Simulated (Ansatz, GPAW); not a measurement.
# Ballistic transport through C2 in line between two Ir chains, from relaxation to T(E), part 2 of 3

Wanted: T(E) of C2 in line between two Ir chains at a relaxed geometry in two programs, beside the unrelaxed structure.

GPAW 26.7.0 and Ansatz 0.2.0; Ansatz plane waves; relaxation of the junction with the lead ends held (the session's first sound run).

So far. Step 2 (Relaxation): The relaxation lowered the energy of the cell by 2.02 eV.

## Step 3: Plane-wave reference (PBE)

Plane waves give the reference curve, free of the bias of atom-centred orbitals.

This step: Ansatz plane waves; Landauer transmission by layers, zero bias (Ansatz 0.2.0).

input.yaml

```yaml
crystal:
  lattice:
    - [9.0, 0.0, 0.0]
    - [0.0, 9.0, 0.0]
    - [0.0, 0.0, 39.257]
  atoms:
    - { symbol: Ir, position: [0.5, 0.5, 0.0292941386] }
    - { symbol: Ir, position: [0.5, 0.5, 0.0878824159] }
    - { symbol: Ir, position: [0.5, 0.5, 0.1464706931] }
    - { symbol: Ir, position: [0.5, 0.5, 0.2050589704] }
    - { symbol: Ir, position: [0.5, 0.5, 0.2636472476] }
    - { symbol: Ir, position: [0.5, 0.5, 0.3222355249] }
    - { symbol: Ir, position: [0.4924625656, 0.426841207, 0.3811908606] }
    - { symbol: Ir, position: [0.5062095133, 0.5426712984, 0.4357598091] }
    - { symbol: C, position: [0.5023041814, 0.506204262, 0.4830879829] }
    - { symbol: C, position: [0.5002313048, 0.4935124715, 0.5168818568] }
    - { symbol: Ir, position: [0.4922639106, 0.457625264, 0.5641970983] }
    - { symbol: Ir, position: [0.5163622302, 0.5714195661, 0.6187867706] }
    - { symbol: Ir, position: [0.5, 0.5, 0.6777644751] }
    - { symbol: Ir, position: [0.5, 0.5, 0.7363527524] }
    - { symbol: Ir, position: [0.5, 0.5, 0.7949410296] }
    - { symbol: Ir, position: [0.5, 0.5, 0.8535293069] }
    - { symbol: Ir, position: [0.5, 0.5, 0.9121175841] }
    - { symbol: Ir, position: [0.5, 0.5, 0.9707058614] }
kpoints:
  mp_grid: { grid: [1, 1, 2] }
hamiltonian:
  xc: pbe
scf:
  occupations: { method: fermi_dirac, width: 0.1 }
output:
  transmission:
    leads: [[0, 1]]
    e_range: [-2, 2]
    de: 0.025
    kmesh: [1, 1]
    reduced_basis: true
  write_potential: true
  write_density: true
  volumetric_format: npy
```

Launch:

```console
ansatz run input.yaml --threads 4 --pin off --max-ram 8192MiB --backend cpu --events-out ev --progress --plain --runs-dir out
```

Numbers of over 12 decimals in the logs are rounded to 6 here.

Log:

```text
[...]
Crystal: 18 atoms, lattice volume = 3179.817 Å³
Basis set: ecut = 420 eV, 62007 PW (Γ)
Bands: 168, of which v1, the nominal top of the filled ones, is band 140 counted from 1 (139 counted from 0)
Symmetry: 1 space group operations
[...]
k-points: 2
[...]
SCF iter   1: F=—  HF=-191404.371331 eV  |F-HF|=—  |Δ(HF+E_count)|=         —  Δρ=1.05e-2  dr2=2.73e1  ethr=1.77e-3  ⟨swp⟩=7.5  Hψ=1289  notcnv=0
[...]
SCF iter  11: F=-191404.194985 eV  HF=-191404.194985 eV  |F-HF|=2.87e-8  |Δ(HF+E_count)|=   8.93e-9  Δρ=9.11e-7  dr2=4.65e-8  ethr=3.57e-11  ⟨swp⟩=12.0  Hψ=856  notcnv=0
SCF 1 converged in 11 iterations: F = -191404.194985 eV  dr2 = 4.65e-8
[...]
transmission: 49 of 294 steps passed
transmission: 98 of 294 steps passed
[...]
transmission: 294 of 294 steps passed
WARN: The output density's exchange-correlation potential varies sharply where the density is thin. Do not read a vacuum level from v_tot or v_xc, or from such a field of the output density. On a cell that repeats whose density bears no net charge and no dipole along the vacuum's axis use v_es (v_loc + v_h of the components); under efield.dipole_correction with no amplitude use v_es + v_field, which holds any externa [...]
SCF converged after 11 iterations
Free energy (F): -191404.194985 eV
[...]
Internal energy: -191402.587116 eV  (E = F + TS)
E sigma→0 (E₀):  -191403.391051 eV
Entropy (-TS):   -1.607869 eV (-89.326 meV/atom)
Fermi energy:    -3.510031 eV
[...]
--- Band table (eV) ---
  k-point 0: bands = [... 136 lower, -3.6155, -3.5981, -3.5850, -3.5308, -3.5033, -3.4799, -3.4724, -3.4285, ... 24 higher]
  k-point 1: bands = [... 136 lower, -3.6447, -3.5914, -3.5596, -3.5580, -3.5443, -3.4759, -3.4735, -3.3919, ... 24 higher]
--- Transmission ---
  basis      : 717 plane waves across, 49 finite elements along
  points     : 1, standing for a mesh of 1 x 1
  filling    : by the input's occupations and mesh, since the crystals that have channels conduct as metals do. If one of these is a semiconductor, that mesh has misplaced its level
  energies   : 161 from -2.000000 to 2.000000 eV about the Fermi level, 0.025000 eV apart; the leads are filled to 0.000000 eV, and channels, transmission and decay are at 0.000000 eV
  crystal 0  : Ir1, at the sites [0, 1], period 2.3000 Å, over 27.60 Å; its Hamiltonian steps by up to 11.9 meV
    offset         : up to 0.0000 Å between an atom of the period and one for which it stands
    filled         : 6.4 meV over the level at which it is neutral
    channels       : 6.000000e0 a spin
    conductance    : 5.5441e14 S/m² at 300 K; may be off by some 0.0 % by where its bands' edges are placed, 0.7 % from the distance to neutral
  junction   : crystal 0 to crystal 0, 0.70 to 37.65 Å
    transmission   : 2.068025e0 a spin
    error estimate : 1.174554e-3 a spin from the reduction of the transverse basis, at the most 3.045902e-3 at 0.025000 eV
    conductance    : 1.9584e14 S/m² at 300 K (1.9544e14 on every other energy)
    error estimate : 0.2 % from the energy spacing and 0.0 % from band edges of the leads and from resonances (wavevectors taken as independent; lower de), 0.1 % from the reduction of the transverse basis, 1.2 % from the steps of its leads' Hamiltonians or their offsets (lay more layers), 0.1 % from the distance to neutral
    resistance     : 3.3026e-3 Ω µm² beyond half of each lead's own
```

It took 92 s on 4 threads of Intel Xeon Platinum 8559C (Emerald Rapids), shared host; peak memory 4.8 GiB; 4.3 min of CPU time.

Numbers from this step:

```yaml
free_energy: -191404.1950 eV
lead_level: 0 eV from the Fermi level
transmission_at_the_fermi_level_one_spin: 2.068
open_channels_of_the_lead_at_the_fermi_level_one_spin: 6
step_of_the_potential_along_the_lead: 11.9 meV
offset_of_the_lead: 0 Å
filling_of_the_lead_less_its_bulk_value_in_size: 6.4 meV
conductance: 2.047 G₀
```

One spin. The transmission, zone mean by energy, zero at the Fermi level:

| energy (eV) | transmission, zone mean |
| --- | --- |
| -2.000 | 1.39 |
| -1.900 | 1.68 |
| -1.800 | 1.80 |
| -1.700 | 1.87 |
| -1.600 | 1.92 |
| -1.500 | 1.95 |
| -1.400 | 2.07 |
| -1.300 | 2.13 |
| -1.275 | 2.13 |
| -1.200 | 2.11 |
| -1.100 | 2.06 |
| -1.000 | 1.84 |
| -0.975 | 2.05 |
| -0.900 | 2.01 |
| -0.800 | 1.89 |
| -0.700 | 1.67 |
| -0.600 | 1.43 |
| -0.500 | 1.33 |
| -0.400 | 1.41 |
| -0.300 | 1.65 |
| -0.200 | 1.89 |
| -0.100 | 2.01 |
| 0.000 | 2.07 |
| 0.050 | 2.08 |
| 0.100 | 1.81 |
| 0.200 | 1.56 |
| 0.300 | 1.47 |
| 0.400 | 1.42 |
| 0.500 | 1.43 |
| 0.600 | 1.51 |
| 0.700 | 1.51 |
| 0.800 | 1.15 |
| 0.900 | 0.710 |
| 1.000 | 0.429 |
| 1.100 | 0.265 |
| 1.200 | 0.165 |
| 1.300 | 0.104 |
| 1.400 | 0.0674 |
| 1.500 | 0.0477 |
| 1.600 | 0.0390 |
| 1.700 | 0.0368 |
| 1.800 | 0.0369 |
| 1.900 | 0.0355 |
| 2.000 | 0.0278 |

One spin. The open channels, zone mean by energy, zero at the Fermi level:

energy (eV), open channels, zone mean and a bar from the least value:
```
   -2.000       3.00 
   -1.900       4.00 ##########
   -1.800       4.00 ##########
   -1.700       4.00 ##########
   -1.600       4.00 ##########
   -1.500       4.00 ##########
   -1.400       6.00 ##############################
   -1.300       6.00 ##############################
   -1.200       6.00 ##############################
   -1.100       6.00 ##############################
   -1.000       6.00 ##############################
   -0.900       6.00 ##############################
   -0.800       6.00 ##############################
   -0.700       6.00 ##############################
   -0.600       6.00 ##############################
   -0.500       6.00 ##############################
   -0.400       6.00 ##############################
   -0.300       6.00 ##############################
   -0.200       6.00 ##############################
   -0.100       6.00 ##############################
    0.000       6.00 ##############################
    0.100       4.00 ##########
    0.200       4.00 ##########
    0.300       4.00 ##########
    0.400       4.00 ##########
    0.500       4.00 ##########
    0.600       4.00 ##########
    0.700       4.00 ##########
    0.800       4.00 ##########
    0.900       4.00 ##########
    1.000       3.00 
    1.100       3.00 
    1.200       3.00 
    1.300       3.00 
    1.400       3.00 
    1.500       3.00 
    1.600       3.00 
    1.700       3.00 
    1.800       3.00 
    1.900       3.00 
    2.000       3.00
```

Crystal 0, spin -, k parallel (0, 0); distinct values, listed up to 1.5 1/Å. The Im kz of the slowest decaying states by energy, zero at the Fermi level:

| energy (eV) | decay 1 (Å⁻¹) | decay 2 (Å⁻¹) | decay 3 (Å⁻¹) | decay 4 (Å⁻¹) |
| --- | --- | --- | --- | --- |
| -2.0000 | 0.0573 | 0.550 | 0.550 | 1.33 |
| -1.7500 | 0.416 | 0.417 | 1.31 | 1.31 |
| -1.5000 | 0.187 | 0.189 | 1.28 | 1.28 |
| -1.2500 | 1.26 | 1.26 | 1.32 | 1.43 |
| -1.0000 | 1.23 | 1.23 | 1.29 | 1.41 |
| -0.7500 | 1.20 | 1.20 | 1.27 | 1.38 |
| -0.5000 | 1.18 | 1.18 | 1.24 | 1.36 |
| -0.2500 | 1.15 | 1.15 | 1.21 | 1.33 |
| 0.0000 | 1.12 | 1.12 | 1.18 | 1.31 |
| 0.2500 | 0.282 | 0.282 | 1.09 | 1.09 |
| 0.5000 | 0.412 | 0.412 | 1.06 | 1.06 |
| 0.7500 | 0.500 | 0.500 | 1.03 | 1.03 |
| 1.0000 | 0.0936 | 0.566 | 0.566 | 1.00 |
| 1.2500 | 0.214 | 0.620 | 0.620 | 0.969 |
| 1.5000 | 0.282 | 0.664 | 0.664 | 0.937 |
| 1.7500 | 0.331 | 0.702 | 0.702 | 0.904 |
| 2.0000 | 0.370 | 0.734 | 0.734 | 0.870 |

Crystal 0, spin -, k parallel (0, 0). The Re kz of states that move upwards by energy, zero at the Fermi level:

| energy (eV) | channel 1 (Å⁻¹) | channel 2 (Å⁻¹) | channel 3 (Å⁻¹) | channel 4 (Å⁻¹) | channel 5 (Å⁻¹) | channel 6 (Å⁻¹) |
| --- | --- | --- | --- | --- | --- | --- |
| -2.0000 | -0.680 | -0.680 | 0.708 | - | - | - |
| -1.7500 | -0.640 | -0.639 | 0.287 | 0.729 | - | - |
| -1.5000 | -0.600 | -0.600 | 0.412 | 0.750 | - | - |
| -1.2500 | -0.562 | -0.562 | 0.337 | 0.338 | 0.508 | 0.772 |
| -1.0000 | -0.525 | -0.525 | 0.527 | 0.527 | 0.590 | 0.796 |
| -0.7500 | -0.488 | -0.487 | 0.660 | 0.681 | 0.681 | 0.823 |
| -0.5000 | -0.452 | -0.451 | 0.720 | 0.827 | 0.827 | 0.855 |
| -0.2500 | -0.416 | -0.415 | 0.769 | 0.897 | 0.984 | 0.984 |
| 0.0000 | -0.380 | -0.379 | 0.806 | 0.951 | 1.21 | 1.21 |
| 0.2500 | -0.344 | -0.343 | 0.835 | 1.01 | - | - |
| 0.5000 | -0.307 | -0.307 | 0.859 | 1.09 | - | - |
| 0.7500 | -0.271 | -0.270 | 0.881 | 1.19 | - | - |
| 1.0000 | -0.233 | -0.233 | 0.902 | - | - | - |
| 1.2500 | -0.194 | -0.194 | 0.922 | - | - | - |
| 1.5000 | -0.153 | -0.152 | 0.941 | - | - | - |
| 1.7500 | -0.108 | -0.107 | 0.961 | - | - | - |
| 2.0000 | -0.0498 | -0.0487 | 0.980 | - | - | - |

The electrostatic potential energy of an electron (with the applied field's), less the Fermi level, planar mean oscillates, so the rows of the table below give means over windows of 2.33 Å about each position, cut where the curve ends. Its first 14 maxima inside the range that stand out by 2 % of the span (Å: eV): 2.3: 5.28, 4.7: 5.27, 6.8: 5.26, 9.2: 5.27, 11.5: 5.27, 13.8: 5.22, 16.0: 5.03, 18.3: 5.43, 19.6: 5.44, 20.9: 5.44, 23.3: 5.03, 25.4: 5.22, 27.8: 5.27, 30.1: 5.27. Its first 14 minima: 1.2: 3.45, 3.5: 3.45, 5.8: 3.46, 8.0: 3.45, 10.3: 3.43, 12.6: 3.42, 15.0: 3.40, 17.2: 3.51, 18.9: 4.73, 20.4: 4.73, 22.1: 3.51, 24.3: 3.40, 26.6: 3.42, 28.9: 3.43.

The electrostatic potential energy of an electron (with the applied field's), less the Fermi level, planar mean by z; means over each step:

| z (Å) | electrostatic potential energy of an electron (with the applied field's), less the Fermi level, planar mean (eV) |
| --- | --- |
| 1.17 | 4.37 |
| 3.50 | 4.37 |
| 5.83 | 4.37 |
| 8.16 | 4.37 |
| 10.48 | 4.35 |
| 12.82 | 4.33 |
| 15.14 | 4.27 |
| 17.48 | 4.43 |
| 19.80 | 5.04 |
| 22.13 | 4.38 |
| 24.46 | 4.30 |
| 26.80 | 4.34 |
| 29.12 | 4.35 |
| 31.45 | 4.36 |
| 33.79 | 4.37 |
| 36.12 | 4.36 |
| 38.45 | 4.15 |

The valence density, planar mean oscillates, so the rows of the table below give means over windows of 2.33 Å about each position, cut where the curve ends. Its first 14 maxima inside the range that stand out by 2 % of the span (Å: e/Å³): 1.2: 0.179, 3.5: 0.179, 5.8: 0.178, 8.0: 0.178, 10.3: 0.179, 12.6: 0.180, 15.0: 0.179, 17.2: 0.180, 20.5: 0.0383, 22.1: 0.180, 24.3: 0.179, 26.6: 0.180, 28.9: 0.179, 31.3: 0.178. Its first 14 minima: 2.3: 0.0278, 4.7: 0.0279, 6.8: 0.0281, 9.2: 0.0279, 11.5: 0.0278, 13.8: 0.0263, 16.0: 0.0313, 18.2: 0.0300, 21.1: 0.0300, 23.3: 0.0313, 25.4: 0.0263, 27.8: 0.0278, 30.1: 0.0279, 32.4: 0.0281.

The valence density, planar mean by z; means over each step:

| z (Å) | valence density, planar mean (e/Å³) |
| --- | --- |
| 1.17 | 0.0905 |
| 3.50 | 0.0904 |
| 5.83 | 0.0905 |
| 8.16 | 0.0905 |
| 10.48 | 0.0904 |
| 12.82 | 0.0902 |
| 15.14 | 0.0922 |
| 17.48 | 0.0912 |
| 19.80 | 0.0370 |
| 22.13 | 0.0914 |
| 24.46 | 0.0911 |
| 26.80 | 0.0905 |
| 29.12 | 0.0905 |
| 31.45 | 0.0905 |
| 33.79 | 0.0906 |
| 36.12 | 0.0906 |
| 38.45 | 0.107 |

T at the Fermi level is 2.07 of 6 open channels a spin, without spin-orbit coupling, which is large for these atoms.

## Step 4: GPAW, dzp

The script solves lead and junction separately, takes H and S in the orbital basis, and joins semi-infinite leads through their self-energies; the dzp basis is the working standard.

This step: GPAW LCAO, PAW setups; Landauer transmission from Green's functions with principal layers (ASE), zero bias (GPAW 26.7.0).

run.py

```python
import json
import numpy as np
from ase import Atoms
from ase.transport.calculators import TransportCalculator
from gpaw import GPAW, FermiDirac
from gpaw.lcao.tools import get_lcao_hamiltonian
from scipy.linalg import eigh

# The junction with lead layers at both ends, along the third cell vector
device = Atoms(
    ['Ir', 'Ir', 'Ir', 'Ir', 'Ir', 'Ir', 'Ir', 'Ir', 'C', 'C', 'Ir', 'Ir', 'Ir', 'Ir', 'Ir', 'Ir', 'Ir', 'Ir'],
    positions=[
        [4.50000, 4.50000, 1.15000],
        [4.50000, 4.50000, 3.45000],
        [4.50000, 4.50000, 5.75000],
        [4.50000, 4.50000, 8.05000],
        [4.50000, 4.50000, 10.35000],
        [4.50000, 4.50000, 12.65000],
        [4.43216, 3.84157, 14.96441],
        [4.55589, 4.88404, 17.10662],
        [4.52074, 4.55584, 18.96458],
        [4.50208, 4.44161, 20.29123],
        [4.43038, 4.11863, 22.14869],
        [4.64726, 5.14278, 24.29171],
        [4.50000, 4.50000, 26.60700],
        [4.50000, 4.50000, 28.90700],
        [4.50000, 4.50000, 31.20700],
        [4.50000, 4.50000, 33.50700],
        [4.50000, 4.50000, 35.80700],
        [4.50000, 4.50000, 38.10700]],
    cell=[[9.0, 0.0, 0.0], [0.0, 9.0, 0.0], [0.0, 0.0, 39.257]],
    pbc=True)

# One principal layer of the lead: the first 5 atoms of the device
lead = Atoms(
    ['Ir', 'Ir', 'Ir', 'Ir', 'Ir'],
    positions=[
        [4.50000, 4.50000, 1.15000],
        [4.50000, 4.50000, 3.45000],
        [4.50000, 4.50000, 5.75000],
        [4.50000, 4.50000, 8.05000],
        [4.50000, 4.50000, 10.35000]],
    cell=[[9.0, 0.0, 0.0], [0.0, 9.0, 0.0], [0.0, 0.0, 11.5]],
    pbc=True)

settings = dict(mode='lcao', basis='dzp', xc='PBE', h=0.2,
                occupations=FermiDirac(0.1), maxiter=250,
                mixer=dict(beta=0.1, nmaxold=8, weight=100.0),
                convergence=dict(density=0.0001))
energies = np.arange(-2, 2 + 1e-9, 0.025)
eta = 0.0001
n1, n2 = 1, 1
# k and -k transmit alike, so half of the mesh across the current serves
mesh = [(i, j) for i in range(n1) for j in range(n2) if (i, j) <= (-i % n1, -j % n2)]
weights = np.array([1 if (i, j) == (-i % n1, -j % n2) else 2 for i, j in mesh]) / (n1 * n2)

# [... helper functions left out ...]
fermi_lead = ground_state(lead, (1, 1, 10), 'lead.txt')
fermi_device = ground_state(device, (1, 1, 2), 'device.txt')
# [... loop over the mesh left out, but for ...]
        # Shift the lead onto the potential of the device's first layer
        shift = ((H[:, 0, 0] - H0[:, 0, 0]) / S0[0, 0]).real.mean()
# [...]
kT = 8.617333e-5 * 300
bias = [0.1, 0.2, 0.5, 1.0, 1.5, 2.0]
# [... integrals and printing left out ...]
```

Launch:

```console
OMP_NUM_THREADS=1 OPENBLAS_NUM_THREADS=1 python run.py
```

Log:

```text
basis functions: device 458, principal layer 135
Fermi level: lead -3.8817 eV, device -3.9368 eV; lead shifted by -0.0100 eV
largest coupling past the next layer 1.48e-06 eV, largest misfit of the first layer 0.123 eV
  E-E_F (eV)   T (one spin)  [channel counts left out]
    -2.000    1.6649e+00
    -1.975    1.7031e+00
    -1.950    1.7339e+00
    -1.925    1.7607e+00
    -1.900    1.7848e+00
    -1.875    1.8054e+00
    -1.850    1.8263e+00
    -1.825    1.8450e+00
    -1.800    1.8622e+00
    -1.775    1.8782e+00
    -1.750    1.8934e+00
    -1.725    1.9075e+00
    -1.700    1.9215e+00
    -1.675    1.9351e+00
    -1.650    1.9486e+00
    -1.625    1.9621e+00
[...]
1.825    3.0271e-02
     1.850    2.6522e-02
     1.875    2.1660e-02
     1.900    1.5126e-02
     1.925    2.9519e-03
     1.950    1.9635e-03
     1.975    1.9638e-03
     2.000    2.0120e-03
conductance at 300 K: 2.0133 G0 a cell; thermopower 0.4043 uV/K
current from the zero-bias T(E) at 0.1 V: 15.512 uA
current from the zero-bias T(E) at 0.2 V: 30.493 uA
current from the zero-bias T(E) at 0.5 V: 69.826 uA
current from the zero-bias T(E) at 1.0 V: 123.45 uA
current from the zero-bias T(E) at 1.5 V: 179.98 uA
current from the zero-bias T(E) at 2.0 V: 230.59 uA
```

Run time: 3.9 min. Hardware: 1 thread; peak memory 1.4 GiB.

This step gave:

- conductance: 2.013 G₀
- largest coupling past the next principal layer: 1.48e-6 eV
- largest misfit of the first principal layer: 0.1228 eV
- shift that aligns the lead: -0.01003 eV
- basis functions of the junction: 458
- basis functions of a principal layer: 135
- transmission at the Fermi level (one spin): 2.039

One spin. Transmission, zone mean against energy, zero at the Fermi level:

| energy (eV) | transmission, zone mean |
| --- | --- |
| -2.000 | 1.66 |
| -1.800 | 1.86 |
| -1.600 | 1.98 |
| -1.400 | 2.05 |
| -1.275 | 2.14 |
| -1.200 | 2.13 |
| -1.000 | 2.07 |
| -0.800 | 1.89 |
| -0.600 | 1.47 |
| -0.400 | 1.28 |
| -0.200 | 1.74 |
| 0.000 | 2.04 |
| 0.050 | 2.05 |
| 0.200 | 1.51 |
| 0.400 | 1.36 |
| 0.600 | 1.51 |
| 0.800 | 0.856 |
| 1.000 | 0.317 |
| 1.200 | 0.122 |
| 1.400 | 0.0554 |
| 1.600 | 0.0416 |
| 1.800 | 0.0332 |
| 2.000 | 0.00201 |

Not self-consistent under bias; the bias window is split evenly. The current through one cell, from the zero-bias transmission by bias:

| bias (V) | current through one cell, from the zero-bias transmission (μA) |
| --- | --- |
| 0.100 | 15.5 |
| 0.200 | 30.5 |
| 0.500 | 69.8 |
| 1.000 | 123 |
| 1.500 | 180 |
| 2.000 | 231 |

Table of transmission of the three most open eigenchannels by energy, zero at the Fermi level:

| energy (eV) | channel 1 | channel 2 | channel 3 |
| --- | --- | --- | --- |
| -2.000 | 0.996 | 0.472 | 0.196 |
| -1.800 | 0.986 | 0.555 | 0.321 |
| -1.600 | 0.972 | 0.628 | 0.376 |
| -1.400 | 0.980 | 0.736 | 0.336 |
| -1.200 | 0.985 | 0.915 | 0.233 |
| -1.000 | 0.972 | 0.967 | 0.133 |
| -0.800 | 0.993 | 0.851 | 0.0445 |
| -0.600 | 0.850 | 0.597 | 0.0181 |
| -0.400 | 0.746 | 0.522 | 0.0166 |
| -0.200 | 0.983 | 0.714 | 0.0400 |
| 0.000 | 0.986 | 0.976 | 0.0770 |
| 0.200 | 0.998 | 0.479 | 0.0287 |
| 0.400 | 0.842 | 0.509 | 0.00958 |
| 0.600 | 0.967 | 0.543 | 0.00438 |
| 0.800 | 0.569 | 0.285 | 0.00127 |
| 1.000 | 0.198 | 0.119 | 2.4e-5 |
| 1.200 | 0.0922 | 0.0301 | 6.0e-8 |
| 1.400 | 0.0532 | 0.00215 | 1.3e-4 |
| 1.600 | 0.0335 | 0.00741 | 7.1e-4 |
| 1.800 | 0.0192 | 0.0130 | 8.8e-4 |
| 2.000 | 0.00201 | 2.8e-9 | 5.0e-10 |

At the Fermi level T is 2.04 against 2.07 in plane waves. Couplings past the next layer reach 1.5e-6 eV, small enough to drop; the matrix elements of the cell's first layer differ from the bulk lead's by up to 0.12 eV. That layer keeps its own values in the calculation, and only beyond it is the lead taken as perfect. The Fermi levels of lead and junction count from different zeros of potential, one for each periodic cell; with both set to zero, the small remaining shift is what aligns them. Without spin-orbit coupling, which is large for these atoms, channel counts and T are those of the scalar-relativistic bands. By hand: G = 2.013 × 77.48 μS = 156 μS, a resistance of 6.41 kΩ; at 0.1 V a linear junction would pass 15.6 μA, and the integral over the bias window gives 15.5 μA.

## Step 5: GPAW, szp: basis = "szp(dzp)"

One radial function a shell plus polarisation makes the matrices smaller; the question is what that costs.

Changes to run.py since step 4:

```diff
@@ -45,3 +45,3 @@
 
-settings = dict(mode='lcao', basis='dzp', xc='PBE', h=0.2,
+settings = dict(mode='lcao', basis='szp(dzp)', xc='PBE', h=0.2,
                 occupations=FermiDirac(0.1), maxiter=250,
```

Log:

```text
basis functions: device 258, principal layer 75
Fermi level: lead -3.5970 eV, device -3.7129 eV; lead shifted by -0.0140 eV
largest coupling past the next layer 1.48e-06 eV, largest misfit of the first layer 0.106 eV
  E-E_F (eV)   T (one spin)  channels
    -2.000    1.7070e+00    4.0000
    -1.975    1.7263e+00    4.0000
    -1.950    1.7459e+00    4.0000
[...]
1.975    2.2179e-03    1.0000
     2.000    2.2403e-03    1.0000
conductance at 300 K: 2.0206 G0 a cell; thermopower -0.7296 uV/K
current from the zero-bias T(E) at 0.1 V: 15.597 uA
current from the zero-bias T(E) at 0.2 V: 30.791 uA
current from the zero-bias T(E) at 0.5 V: 70.696 uA
current from the zero-bias T(E) at 1.0 V: 124.53 uA
current from the zero-bias T(E) at 1.5 V: 178.33 uA
current from the zero-bias T(E) at 2.0 V: 225.78 uA
```

The job ended after 2.9 min (1 thread; peak memory 1.4 GiB).

Numbers from this step:

```yaml
conductance: 2.021 G₀
largest_misfit_of_the_first_principal_layer: 0.1059 eV
shift_that_aligns_the_lead: -0.01403 eV
basis_functions_of_the_junction: 258
basis_functions_of_a_principal_layer: 75
transmission_at_the_fermi_level_one_spin: 2.038
```

The conductance, 2.02 G₀, lies 0.4 % above that of the dzp run.

[end of part 2 of 3]

[Logs are printed without paths, hosts, clocks, repeated set-up lines and the standing remarks that a program may print on its own settings, such as how far it seeks lower states.]

[Hosts, paths, dates, database ids (printed as entryN), source tags and the programs' standing remarks are cut or masked in the printed files.]
